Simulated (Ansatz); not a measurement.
# Sb (Fm-3m) in Ansatz: settings compared

One crystal, Sb, is run at these levels: LDA, PBEsol; tasks: relaxation of cell and atoms.

Program: Ansatz 0.2.0. These are calculated values, not measurements. Logs are shortened: lines on timing, memory, paths and dates and some standing lists are left out, and cuts for length are marked.

**1. Starting point**

It takes space group Fm-3m (No. 225, cubic). The conventional cell has a = 4.742 Å, b = 4.742 Å, c = 4.742 Å, α = 90.00°, β = 90.00°, γ = 90.00°. Sb (site symmetry m-3m) has 12 Sb at 3.35 Å as nearest neighbours.

This isn't the form of Sb at room conditions, which is rhombohedral.

**2. Relaxation of cell and atoms, LDA**

The input, input.yaml:

```yaml
crystal:
  lattice:
    - [0.0, 2.3712425216, 2.3712425216]
    - [2.3712425216, 0.0, 2.3712425216]
    - [2.3712425216, 2.3712425216, 0.0]
  atoms:
    - { symbol: Sb, position: [0.0, 0.0, 0.0] }
hamiltonian:
  xc: lda
  pseudopotentials: { kind: paw }
kpoints:
  mp_grid: { grid: [10, 10, 10] }
scf:
  occupations: { method: fermi_dirac, width: 0.05 }
output:
  forces: true
  stress: true
  eigenvalues: true
relax:
  f_tol: 0.01
  max_steps: 40
  cell: { stress_tol: 0.05 }
```

Potentials or basis: Ansatz PAW.

The run is started by

```console
> ansatz run input.yaml --threads 2 --pin off --max-ram 5632MiB --backend cpu --events-out ev --progress --plain --runs-dir out
```

Standard output:

```text
Warning: RAYON_NUM_THREADS=2 ignored (pool sized by the plan → 2); use --threads N
Engine: ansatz 0.2.0, x86_64-unknown-linux-gnu
Pseudopotentials: kind: paw
Pseudopotential: Sb, paw, valence charge 15, recommended cutoff 420 eV (normal), Sb.paw.azcp
Functional definition: SPW92
  exchange = slater_x
  correlation = pw_c
Crystal: 1 atoms, lattice volume = 26.666 Å³
Basis set: ecut = 420 eV, 531 PW (Γ)
Bands: 12, of which v1, the nominal top of the filled ones, is band 8 counted from 1 (7 counted from 0)
Symmetry: 48 space group operations
Space group: Fm-3m (ITA 225), of the structure as read, at distance tolerance 3.0e-5 Å
k-points: 47 of 1000
Non-local potential: Sb, projectors of the file, l = 0: 2, l = 1: 2, l = 2: 2, l = 3: 2
PAW form: soft (Blöchl's): semilocal exchange-correlation on the pseudo side does not see the compensation charge
PAW frozen core: Sb, regenerated for the run's functional, and the local potential with it (the file was generated under x = pbe(κ = 0.804, μ = 0.2195149727645171), c = pbe(β = 0.06672455060314922))
PAW one-centre angular grid: Sb, 590 points (default); XC on 64 Gauss nodes
Initial density: superposition of atomic densities (neutral atoms: chi_scale 0, normalization atom), corrected by the library's trained network
Initial wavefunctions: pseudopotential atomic-orbital guess
Functional: x = slater, c = lda
SCF iter   1: F=—  HF=-6335.528870 eV  |F-HF|=—  |Δ(HF+E_count)|=         —  Δρ=6.62e-3  dr2=4.60e-3  ethr=1.77e-3  ⟨swp⟩=5.7  Hψ=3339  notcnv=0
preconditioner: auto → none  [metal: Δε(μ)=0.097 eV  Ē_g=12.676 eV  σ=0.050 eV  W_gap=0.45  n_scr=8 (ndim 8)  ℏωp=16.1 eV  f_vac=0.000  D(μ)=0.78/eV (n_scr^D=8)  sad-step TF]
SCF iter   2: F=—  HF=-6335.526715 eV  |F-HF|=—  |Δ(HF+E_count)|=   2.16e-3  Δρ=3.73e-3  dr2=1.50e-3  ethr=3.07e-5  ⟨swp⟩=1.7  Hψ=990  notcnv=0
SCF iter   3: F=—  HF=-6335.526140 eV  |F-HF|=—  |Δ(HF+E_count)|=   5.75e-4  Δρ=6.17e-4  dr2=8.80e-5  ethr=1.00e-5  ⟨swp⟩=2.0  Hψ=775  notcnv=0
SCF iter   4: F=—  HF=-6335.526085 eV  |F-HF|=—  |Δ(HF+E_count)|=   5.54e-5  Δρ=1.55e-4  dr2=6.44e-6  ethr=5.87e-7  ⟨swp⟩=2.0  Hψ=886  notcnv=0
SCF iter   5: F=—  HF=-6335.526082 eV  |F-HF|=—  |Δ(HF+E_count)|=   3.02e-6  Δρ=8.72e-5  dr2=1.83e-6  ethr=4.29e-8  ⟨swp⟩=2.0  Hψ=884  notcnv=0
SCF iter   6: F=-6335.526080 eV  HF=-6335.526080 eV  |F-HF|=9.62e-8  |Δ(HF+E_count)|=   1.24e-6  Δρ=1.76e-5  dr2=7.28e-8  ethr=6.67e-10  ⟨swp⟩=4.9  Hψ=2711  notcnv=0
SCF 1 converged in 6 iterations: F = -6335.526080 eV  dr2 = 7.28e-8
relax step   1: F+E_penalty+E_count = -6335.52608020 eV  Δ(F+E_penalty+E_count) = +0.000e0 eV  max|allowed force component| = 0.000e0 eV/Å  Δτ_max = 0.0000 Å  P = -2.306 GPa  Ω = 26.666 Å³  (6 SCF iters, dr2 threshold 1.00e-7 eV, accepted)
Crystal: 1 atoms, lattice volume = 25.346 Å³
Initial density: handed on by an earlier stage of this run
Initial wavefunctions: those handed on with the density
iter 1 solved again at ethr=3.28e-7 eV; its pass at ethr=3.10e-3 eV (dr2=4.92e-5 eV) is discarded
SCF iter   1: F=—  HF=-6335.532697 eV  |F-HF|=—  |Δ(HF+E_count)|=         —  Δρ=6.17e-4  dr2=5.38e-5  ethr=3.28e-7  ⟨swp⟩=2.3  Hψ=5377  notcnv=0
preconditioner: auto → none  [metal: Δε(μ)=0.081 eV  Ē_g=13.017 eV  σ=0.050 eV  W_gap=0.35  n_scr=8 (ndim 8)  ℏωp=16.5 eV  f_vac=0.000  D(μ)=0.89/eV (n_scr^D=8)]
SCF iter   2: F=—  HF=-6335.532711 eV  |F-HF|=—  |Δ(HF+E_count)|=   1.37e-5  Δρ=3.02e-4  dr2=1.00e-5  ethr=3.28e-7  ⟨swp⟩=2.2  Hψ=906  notcnv=0
SCF iter   3: F=—  HF=-6335.532720 eV  |F-HF|=—  |Δ(HF+E_count)|=   8.64e-6  Δρ=4.31e-5  dr2=2.46e-7  ethr=6.67e-8  ⟨swp⟩=1.0  Hψ=564  notcnv=0
SCF iter   4: F=-6335.532720 eV  HF=-6335.532720 eV  |F-HF|=1.05e-9  |Δ(HF+E_count)|=   1.26e-7  Δρ=4.54e-6  dr2=2.71e-9  ethr=6.67e-10  ⟨swp⟩=5.7  Hψ=2652  notcnv=0
SCF 2 converged in 4 iterations: F = -6335.532720 eV  dr2 = 2.71e-9
relax step   2: F+E_penalty+E_count = -6335.53271971 eV  Δ(F+E_penalty+E_count) = -6.640e-3 eV  max|allowed force component| = 0.000e0 eV/Å  Δτ_max = 0.0000 Å  P = +0.900 GPa  Ω = 25.346 Å³  energy of the carried Pulay correction = +3.639e-4 eV  (4 SCF iters, dr2 threshold 1.00e-7 eV, accepted)
Crystal: 1 atoms, lattice volume = 25.703 Å³
iter 1 solved again at ethr=5.10e-8 eV; its pass at ethr=3.10e-3 eV (dr2=7.65e-6 eV) is discarded
SCF iter   1: F=—  HF=-6335.533562 eV  |F-HF|=—  |Δ(HF+E_count)|=         —  Δρ=1.78e-4  dr2=4.60e-6  ethr=5.10e-8  ⟨swp⟩=3.0  Hψ=5204  notcnv=0
preconditioner: auto → none  [metal: Δε(μ)=0.058 eV  Ē_g=12.911 eV  σ=0.050 eV  W_gap=0.28  n_scr=8 (ndim 8)  ℏωp=16.4 eV  f_vac=0.000  D(μ)=0.89/eV (n_scr^D=8)]
SCF iter   2: F=—  HF=-6335.533563 eV  |F-HF|=—  |Δ(HF+E_count)|=   1.08e-6  Δρ=8.86e-5  dr2=8.35e-7  ethr=3.07e-8  ⟨swp⟩=2.0  Hψ=904  notcnv=0
SCF iter   3: F=-6335.533564 eV  HF=-6335.533564 eV  |F-HF|=5.92e-9  |Δ(HF+E_count)|=   7.23e-7  Δρ=1.31e-5  dr2=2.30e-8  ethr=6.67e-10  ⟨swp⟩=4.7  Hψ=2483  notcnv=0
SCF 3 converged in 3 iterations: F = -6335.533564 eV  dr2 = 2.30e-8
relax step   3: F+E_penalty+E_count = -6335.53356355 eV  Δ(F+E_penalty+E_count) = -8.438e-4 eV  max|allowed force component| = 0.000e0 eV/Å  Δτ_max = 0.0000 Å  P = -0.041 GPa  Ω = 25.703 Å³  energy of the carried Pulay correction = +2.637e-4 eV  (3 SCF iters, dr2 threshold 1.00e-7 eV, accepted)
Initial wavefunctions: pseudopotential atomic-orbital guess (no wavefunctions were taken with the density)
iter 1 solved again at ethr=2.89e-7 eV; its pass at ethr=3.10e-3 eV (dr2=4.34e-5 eV) is discarded
SCF iter   1: F=—  HF=-6335.533292 eV  |F-HF|=—  |Δ(HF+E_count)|=         —  Δρ=3.99e-5  dr2=6.92e-8  ethr=2.89e-7  ⟨swp⟩=2.9  Hψ=4725  notcnv=0
SCF iter   2: F=—  HF=-6335.533292 eV  |F-HF|=—  |Δ(HF+E_count)|=   5.84e-7  Δρ=1.85e-5  dr2=1.03e-8  ethr=4.61e-10  ⟨swp⟩=2.2  Hψ=894  notcnv=0
SCF iter   3: F=—  HF=-6335.533292 eV  |F-HF|=—  |Δ(HF+E_count)|=   1.97e-8  Δρ=2.73e-6  dr2=2.15e-10  ethr=6.88e-11  ⟨swp⟩=3.0  Hψ=937  notcnv=0
SCF iter   4: F=-6335.533292 eV  HF=-6335.533292 eV  |F-HF|=2.73e-12  |Δ(HF+E_count)|=  6.38e-10  Δρ=2.36e-7  dr2=5.38e-12  ethr=1.00e-12  ⟨swp⟩=4.4  Hψ=2766  notcnv=0
SCF 4 converged in 4 iterations: F = -6335.533292 eV  dr2 = 5.38e-12
relax step   4: F+E_penalty+E_count = -6335.53329230 eV  Δ(F+E_penalty+E_count) = +2.712e-4 eV  max|allowed force component| = 0.000e0 eV/Å  Δτ_max = 0.0000 Å  P = -0.039 GPa  Ω = 25.703 Å³  stress off target by 3.90e-2 GPa  SCF on the basis re-selected at this cell (its energy is not comparable with the rows above)  (4 SCF iters)
basis re-selected at this cell: Δ(F+E_penalty+E_count) = +2.712e-4 eV, ΔP = +0.002 GPa vs the last step (what re-selecting the basis moved, of the pressure what is left beyond the Pulay correction that the steps carried, after the strain that the cell walked since its last selection, with what the two solves' SCF thresholds leave and, on support functions, any second-order correction that the steps lacked; it is no measure of the basis error at this ecutwfc). This SCF's stress stands 3.90e-2 GPa from its target on what of the cell is left free (relax.cell.stress_tol is 5.00e-2 GPa) and its largest allowed force component is 0.00e0 eV/Å (relax.f_tol is 1.00e-2 eV/Å): within both
SCF converged after 4 iterations
Free energy (F): -6335.533292 eV
Harris-Foulkes:  -6335.533292 eV  (|F-HF|=2.73e-12)
Internal energy: -6335.526433 eV  (E = F + TS)
E sigma→0 (E₀):  -6335.529863 eV
Entropy (-TS):   -0.006859 eV (-6.859 meV/atom)
Fermi energy:    12.077240 eV
--- Per-component energies (eV) ---
  E_band       = -137.361239
  E_kinetic    = 208.768332
  E_local      = -1401.735985  (includes V_loc(G=0)·N_el)
  E_nonlocal   = 365.665999
  E_hartree    = 640.783825
  E_xc         = -138.502079
  E_vxc        = -98.112554  (∫ρ·V_xc dr)
  E_paw        = -4425.627466  (= ΣΔE_a)
  E_vpaw       = -493.514752  (= ΣTr[D̂ρ^β])
  E_aug_tail   = -0.000002  (compensation charges beyond the density's cutoff)
  E_ewald      = -1585.437879
  E_core_change = 0.558824  (= ΣΔE_core)
  E_smearing   = -0.006859  (= −TS)
  E_closure    = 0.000000  (closes the sum)
  Σ components = -6335.533292   (vs F -6335.533292, Δ=0.00e0)
--- Forces (eV/Å), atoms counted from 1 ---
  atom   1  Sb    -0.00000000     0.00000000     0.00000000
  max |Σ_I F_I| component: 8.55e-31 eV/Å
--- Stress (GPa, compression-positive) ---
       -0.039046       0.000000       0.000000
        0.000000      -0.039046      -0.000000
        0.000000       0.000000      -0.039046
  P = ⅓ Tr σ = -0.0390 GPa (-0.390 kbar)
--- Band table (eV; the first three rows and the last of 47) ---
  k-point 0: bands = ["-17.1002", "-17.1002", "-17.1002", "-17.0537", "-17.0537", "-1.2198", "17.6714", "17.6714", "17.6714", "22.4018", "22.9027", "22.9027"]
  k-point 1: bands = ["-17.0991", "-17.0954", "-17.0954", "-17.0534", "-17.0534", "-1.0136", "15.9056", "17.4113", "17.4113", "21.3544", "23.3585", "23.3585"]
  k-point 2: bands = ["-17.0964", "-17.0881", "-17.0881", "-17.0473", "-17.0473", "-0.3989", "12.8273", "16.8691", "16.8691", "20.8561", "23.6891", "23.6891"]
  k-point 46: bands = ["-17.0953", "-17.0864", "-17.0480", "-17.0298", "-16.9939", "4.6974", "8.1621", "9.5750", "10.6531", "20.9018", "21.6560", "25.3542"]
--- Relaxed structure (3 steps of the walk, 3 accepted, 1 SCFs on fresh bases) ---
  F+E_penalty+E_count = -6335.53329230 eV   max|allowed force component| = 0.000e0 eV/Å   (the final SCF, on the basis selected at the relaxed cell)
  cell:  # Å, volume = 25.7030 Å³
    - [-1.3247967285528534e-33, 2.3423477505811974, 2.3423477505811974]
    - [2.3423477505811974, -1.4139657391285263e-33, 2.3423477505811974]
    - [2.3423477505811974, 2.3423477505811974, -4.967987732073199e-34]
  atoms:
    - { symbol: Sb, position: [0.0, 0.0, 0.0] }
```

Wall time 3.9 s (2 threads of Intel Xeon Platinum 8259CL at 2.50GHz (Skylake/Cascade Lake), shared host); peak memory 0.43 GiB.

What came out:

- Free energy: -6335.5333 eV
- Relaxed volume: 25.70 Å³/atom
- Relaxed cell: a = 3.313 Å, b = 3.313 Å, c = 3.313 Å, α = 60.00°, β = 60.00°, γ = 60.00°
- Space group after relaxing (to 0.05 Å): Fm-3m (No. 225)
- Energy gained by relaxing: 7.2 meV/atom
- Ionic steps: 4
- Pressure after relaxing: 0.0 GPa
- Band gap on the k mesh: none (metal or under the smearing width)

The path:
```tsv
step	energy change (eV)	largest force (eV/Å)	volume (Å³)
1	0.0000	0.0000	26.67
2	-0.0066	0.0000	25.35
3	-0.0075	0.0000	25.70
4	-0.0072	0.0000	25.70
```

Final structure:
```
CELL_PARAMETERS angstrom
0.00000 2.34235 2.34235
2.34235 0.00000 2.34235
2.34235 2.34235 0.00000
ATOMIC_POSITIONS crystal
Sb 0.00000 0.00000 0.00000
```

Caveat: the plane-wave basis is chosen anew once the cell has moved, so the energies of steps on either side of that aren't comparable; the PAW data sets come from PBE, with cores solved anew for the run's functional, which leaves a small shift of forces and pressure. Spin-orbit coupling is left out, which matters for the levels of Sb.

**3. Relaxation of cell and atoms, PBEsol**

input.yaml: that of step 2 with these lines changed.

```diff
@@ -8,3 +8,3 @@
 hamiltonian:
-  xc: lda
+  xc: pbesol
   pseudopotentials: { kind: paw }
@@ -18,2 +18,6 @@
   eigenvalues: true
+  write_density: true
+  write_potential: true
+  elf: true
+  volumetric_format: npy
 relax:
```

Potentials or basis: Ansatz PAW.

The run is started by

```console
> ansatz run input.yaml --threads 2 --pin off --max-ram 5632MiB --backend cpu --events-out ev --progress --plain --runs-dir out
```

Standard output:

```text
Warning: RAYON_NUM_THREADS=2 ignored (pool sized by the plan → 2); use --threads N
[... 3 set-up lines as earlier in the session ...]
Functional definition: PBEsol
  exchange = pbesol_x
  correlation = pbesol_c
Crystal: 1 atoms, lattice volume = 26.666 Å³
Basis set: ecut = 420 eV, 531 PW (Γ), exchange–correlation on 48×48×48 points (8 copies of the dense FFT grid, shifted against one another)
Bands: 12, of which v1, the nominal top of the filled ones, is band 8 counted from 1 (7 counted from 0)
[... 2 set-up lines as earlier in the session ...]
k-points: 47 of 1000
[... 6 set-up lines as earlier in the session ...]
Functional: x = pbesol(κ = 0.804, μ = 0.12345679012345678), c = pbesol(β = 0.046)
SCF iter   1: F=—  HF=-6407.818620 eV  |F-HF|=—  |Δ(HF+E_count)|=         —  Δρ=2.44e-3  dr2=8.69e-4  ethr=1.77e-3  ⟨swp⟩=5.9  Hψ=3342  notcnv=0
preconditioner: auto → none  [metal: Δε(μ)=0.094 eV  Ē_g=12.618 eV  σ=0.050 eV  W_gap=0.44  n_scr=8 (ndim 8)  ℏωp=16.1 eV  f_vac=0.000  D(μ)=0.85/eV (n_scr^D=8)  sad-step TF]
SCF iter   2: F=—  HF=-6407.817695 eV  |F-HF|=—  |Δ(HF+E_count)|=   9.25e-4  Δρ=1.53e-3  dr2=4.31e-4  ethr=5.79e-6  ⟨swp⟩=2.2  Hψ=1098  notcnv=0
SCF iter   3: F=—  HF=-6407.817645 eV  |F-HF|=—  |Δ(HF+E_count)|=   5.02e-5  Δρ=7.98e-4  dr2=1.32e-4  ethr=2.87e-6  ⟨swp⟩=2.0  Hψ=886  notcnv=0  defer=4
[... 49 lines left out ...]
  E_xc         = -137.875915
  E_vxc        = -97.085365  (∫ρ·V_xc dr)
  E_paw        = -4498.699380  (= ΣΔE_a)
  E_vpaw       = -492.325598  (= ΣTr[D̂ρ^β])
  E_aug_tail   = -0.000002  (compensation charges beyond the density's cutoff)
  E_ewald      = -1576.407226
  E_core_change = 0.331857  (= ΣΔE_core)
  E_smearing   = -0.006902  (= −TS)
  E_closure    = 0.000000  (closes the sum)
  Σ components = -6407.819523   (vs F -6407.819523, Δ=0.00e0)
--- Forces (eV/Å), atoms counted from 1 ---
  atom   1  Sb     0.00000000     0.00000000     0.00000000
  max |Σ_I F_I| component: 7.40e-32 eV/Å
--- Stress (GPa, compression-positive) ---
       -0.008570       0.000000       0.000000
        0.000000      -0.008570       0.000000
        0.000000       0.000000      -0.008570
  P = ⅓ Tr σ = -0.0086 GPa (-0.086 kbar)
--- Band table (eV; the first three rows and the last of 47) ---
  k-point 0: bands = ["-17.2416", "-17.2416", "-17.2416", "-17.1985", "-17.1985", "-1.1696", "17.5280", "17.5280", "17.5280", "22.1740", "22.6359", "22.6359"]
  k-point 1: bands = ["-17.2405", "-17.2371", "-17.2371", "-17.1982", "-17.1982", "-0.9659", "15.7644", "17.2682", "17.2682", "21.1166", "23.0917", "23.0917"]
  k-point 2: bands = ["-17.2379", "-17.2303", "-17.2303", "-17.1925", "-17.1925", "-0.3587", "12.7105", "16.7298", "16.7298", "20.6077", "23.4248", "23.4248"]
  k-point 46: bands = ["-17.2368", "-17.2289", "-17.1925", "-17.1761", "-17.1420", "4.6793", "8.0986", "9.4950", "10.5507", "20.6658", "21.4139", "25.0910"]
--- Relaxed structure (3 steps of the walk, 3 accepted, 1 SCFs on fresh bases) ---
  F+E_penalty+E_count = -6407.81952299 eV   max|allowed force component| = 0.000e0 eV/Å   (the final SCF, on the basis selected at the relaxed cell)
  cell:  # Å, volume = 26.1473 Å³
    - [2.1655331139806256e-34, 2.3557661923013646, 2.3557661923013646]
    - [2.3557661923013646, -2.4043786780226065e-34, 2.3557661923013646]
    - [2.3557661923013646, 2.3557661923013646, -3.8056059870688936e-34]
  atoms:
    - { symbol: Sb, position: [0.0, 0.0, 0.0] }
```

v_z.tsv:

```text
# z_ang	v_es[eV]	v_tot[eV]
# format = ansatz-planar-average/11
# xc	pbesol
# density_cutoff_ev	1680
# datasets	Sb=:simpson_from_first_knot:soft:shift=-1269804
# lattice	0.000000000	2.355766192	2.355766192
# lattice	2.355766192	-0.000000000	2.355766192
# lattice	2.355766192	2.355766192	-0.000000000
# sites	1
# site	51	0.000000000	0.000000000	0.000000000
0.000000	2.009282e0	-1.091451e1
0.138815	2.131653e0	-1.070663e1
0.277630	2.502343e0	-1.008414e1
0.416445	3.130927e0	-9.052297e0
0.555259	4.028900e0	-7.631936e0
0.694074	5.201729e0	-5.868687e0
0.832889	6.628397e0	-3.845071e0
0.971704	8.227579e0	-1.700021e0
1.110519	9.831168e0	3.678755e-1
1.249334	1.121303e1	2.121286e0
1.388149	1.219060e1	3.364473e0
1.526963	1.272712e1	4.056603e0
1.665778	1.289281e1	4.273438e0
1.804593	1.272712e1	4.056603e0
1.943408	1.219060e1	3.364473e0
2.082223	1.121303e1	2.121286e0
2.221038	9.831168e0	3.678755e-1
2.359853	8.227579e0	-1.700021e0
2.498667	6.628397e0	-3.845071e0
2.637482	5.201729e0	-5.868687e0
2.776297	4.028900e0	-7.631936e0
2.915112	3.130927e0	-9.052297e0
3.053927	2.502343e0	-1.008414e1
3.192742	2.131653e0	-1.070663e1
```

Run time: 4.2 s. Hardware: 2 threads of Intel Xeon Platinum 8259CL at 2.50GHz (Skylake/Cascade Lake), shared host; peak memory 0.44 GiB.

Results:

* Free energy: -6407.8195 eV
* Relaxed volume: 26.15 Å³/atom
* Relaxed cell: a = 3.332 Å, b = 3.332 Å, c = 3.332 Å, α = 60.00°, β = 60.00°, γ = 60.00°
* Space group after relaxing (to 0.05 Å): Fm-3m (No. 225)
* Energy gained by relaxing: 2.0 meV/atom
* Ionic steps: 4
* Pressure after relaxing: 0.0 GPa
* Band gap on the k mesh: none (metal or under the smearing width)

Step by step:
| step | energy change (eV) | largest force (eV/Å) | volume (Å³) |
| --- | --- | --- | --- |
| 1 | 0.0000 | 0.0000 | 26.67 |
| 2 | -0.0020 | 0.0000 | 25.97 |
| 3 | -0.0021 | 0.0000 | 26.15 |
| 4 | -0.0020 | 0.0000 | 26.15 |

Final structure:
```yaml
crystal:
  lattice:
    - [0.00000, 2.35577, 2.35577]
    - [2.35577, 0.00000, 2.35577]
    - [2.35577, 2.35577, 0.00000]
  atoms:
    - { symbol: Sb, position: [0.00000, 0.00000, 0.00000] }
```

Caveat: the plane-wave basis is chosen anew once the cell has moved, so the energies of steps on either side of that aren't comparable; the PAW data sets come from PBE, with cores solved anew for the run's functional, which leaves a small shift of forces and pressure. Spin-orbit coupling is left out, which matters for the levels of Sb.
